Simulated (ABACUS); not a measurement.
**GaP under changes of volume**

One of the cells (21.026 Å³/atom); the others are scaled copies at fixed shape and fractional positions:

```
CELL_PARAMETERS angstrom
1.94302 1.12180 6.43081
-1.94302 1.12180 6.43081
0.00000 -2.24360 6.43081
ATOMIC_POSITIONS crystal
Ga 0.56463 0.56463 0.56463
Ga 0.43537 0.43537 0.43537
P 0.94261 0.94261 0.94261
P 0.05739 0.05739 0.05739
```

Measurements of this composition are mostly on another form, of space group No. 216.

| Item | Value |
| --- | --- |
| Program | ABACUS 3.10.1 |
| Functional | PBE |
| Potentials or basis | PseudoDojo NC SR 0.4.1 PBE standard |
| Cutoff | 1102 eV |
| Density cutoff | 4408 eV |
| Basis | plane waves |
| k mesh | 8 × 8 × 8 |
| Occupations | fermi-dirac, width 0.05 eV |
| Spin | no spin polarisation |

| volume (Å³/atom) | energy over the lowest point (meV/atom) | pressure (GPa) | gap on the mesh (eV) | largest force (eV/Å) |
| --- | --- | --- | --- | --- |
| 19.764 | 20.13 | 5.2 | 0.81 | 0.222 |
| 20.185 | ? | ? | ? | ? |
| 20.605 | 2.34 | 1.7 | 0.82 | 0.105 |
| 21.026 | 0.00 | 0.1 | 0.82 | 0.053 |
| 21.446 | 1.42 | -1.2 | 0.81 | 0.019 |
| 21.867 | 6.21 | -2.4 | 0.79 | 0.040 |
| 22.287 | 14.01 | -3.5 | 0.78 | 0.081 |

Problem. What does the run at 20.185 Å³/atom give?

Solution. Energy over the lowest point 8.89 meV/atom; pressure 3.3 GPa; gap on the mesh 0.82 eV; largest force 0.161 eV/Å.

Worked out: A Birch-Murnaghan fit of order 3 (a polynomial in V^(-2/3)) to the other rows has its minimum at 21.07 Å³/atom with B0 = V·E''(V) = 71 GPa and B' = 4.5 at fixed shape and positions, which overstates the stiffness. It gives 8.88 meV/atom at 20.185 Å³/atom, against the run's 8.89, and -dE/dV = 3.4 GPa, against 3.3. A parabola through the other rows of the gap, of slope 0.248 eV per unit of ln V there, gives 0.82 eV, against the run's 0.82.

Energies are extrapolated to zero smearing.

Caveats: there are fewer bands than atomic start orbitals, so a level may be missed at k points of high symmetry.

A mesh can miss the band edges. Spin-orbit coupling on Ga is left out.
